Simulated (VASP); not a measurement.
Write the native input for VASP 6.6.1 that does the following.

- Task: band structure
- Functional: PBE
- Potentials or basis: VASP PAW PBE potentials, release 64 (Hg, Te)
- Cutoff: 520 eV
- k mesh: 6 × 6 × 6
- Occupations: gaussian, width 0.03 eV
- Spin: no spin polarisation
- Grid for exact exchange (PRECFOCK): Fast
- Further INCAR settings: ALGO = Normal; EDIFF = 1e-07

The structure of HgTe (Coloradoite) lies in POSCAR:

```
HgTe                                    
1.0
    0.0000000000      3.2580088207      3.2580088207
    3.2580088207      0.0000000000      3.2580088207
    3.2580088207      3.2580088207      0.0000000000
  Hg              Te            
     1     1
Direct
     0.0000000000000000    0.0000000000000000    0.0000000000000000
     0.2500000000000000    0.2500000000000000    0.2500000000000000
```

The input as run:

INCAR

```
PREC = Accurate
ENCUT = 520
EDIFF = 1E-7
ISMEAR = 0
SIGMA = 0.03
LREAL = False
LASPH = True
NELM = 80
ALGO = Normal
ISIF = 2
LWAVE = False
LCHARG = False
GGA = PE
KPAR = 8
```

KPOINTS

```
regular mesh
0
Gamma
  6 6 6
```

KPOINTS_OPT

```
explicit points
6
Reciprocal
 0.0000000000  0.0000000000  0.0000000000 1
 0.3750000000  0.3750000000  0.7500000000 1
 0.5000000000  0.5000000000  0.5000000000 1
 0.6250000000  0.2500000000  0.6250000000 1
 0.5000000000  0.2500000000  0.7500000000 1
 0.5000000000  0.0000000000  0.5000000000 1
```

Potentials or basis: VASP PAW PBE potentials, release 64 (Hg, Te).

The run is started by

```console
$ cat potpaw_PBE.64/Hg/POTCAR potpaw_PBE.64/Te/POTCAR > POTCAR
$ mpirun -np 8 vasp_std > vasp.out
```

It gave:

```json
{"Pressure": "2.6 GPa", "Band gap along the path": "none (metal or under the smearing width)"}
```

Caveat: spin-orbit coupling is left out, which moves the levels of the heavy elements.

Wall time 4.2 s on 8 MPI ranks on AMD EPYC 9R45 96-Core Processor (Zen 5), on a shared host, peak memory 0.2 GiB a rank.
